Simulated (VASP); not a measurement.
## BP: relaxation of the atoms with PBE+D3(BJ)

BP:

```
CELL_PARAMETERS angstrom
0.00000 2.20666 2.20666
2.20666 0.00000 2.20666
2.20666 2.20666 0.00000
ATOMIC_POSITIONS crystal
B 0.00000 0.00000 0.00000
P 0.25000 0.25000 0.25000
```

The cell isn't the ideal one: a relaxed cell with its volume scaled by 0.94.

- Program: VASP 6.6.1
- Task: relaxation of the atoms
- Functional: PBE
- Dispersion: D3(BJ)
- Potentials or basis: VASP PAW PBE potentials, release 64 (B, P)
- Cutoff: 600 eV
- k mesh: 10 × 10 × 10
- Occupations: gaussian, width 0.03 eV
- Spin: no spin polarisation
- Further INCAR settings: ALGO = Normal; EDIFF = 1e-07; IBRION = 2; EDIFFG = -0.01; NSW = 40

```
Pressure after relaxing    : 11.8 GPa
Band gap on the k mesh     : 1.12 eV, indirect (least direct gap 3.54 eV)
Dispersion energy per atom : -0.352 eV
```

Final structure:
```yaml
crystal:
  lattice:
    - [0.00000, 2.20666, 2.20666]
    - [2.20666, 0.00000, 2.20666]
    - [2.20666, 2.20666, 0.00000]
  atoms:
    - { symbol: B, position: [0.00000, 0.00000, 0.00000] }
    - { symbol: P, position: [0.25000, 0.25000, 0.25000] }
```

Levels at points of the mesh, in eV from the valence-band top:
| k point | band 1 | band 2 | band 3 | band 4 | band 5 | band 6 | band 7 | band 8 |
| --- | --- | --- | --- | --- | --- | --- | --- | --- |
| (0.00, 0.00, 0.00) | -16.22 | 0.00 | 0.00 | 0.00 | 3.54 | 3.54 | 3.54 | 8.68 |
| (0.50, 0.00, 0.00) | -12.57 | -9.65 | -1.86 | -1.86 | 4.29 | 4.77 | 4.77 | 10.41 |
| (0.50, 0.50, 0.00) | -10.92 | -9.02 | -4.42 | -4.42 | 1.16 | 1.58 | 12.92 | 12.92 |

It took 8.9 s on 1 thread of Intel(R) Xeon(R) Platinum 8375C CPU @ 2.90GHz (Ice Lake), with other jobs on the host, peak memory 0.16 GiB.

Caveat: the relaxation stopped at its first step, so nothing moved. A k mesh can miss the band edges.
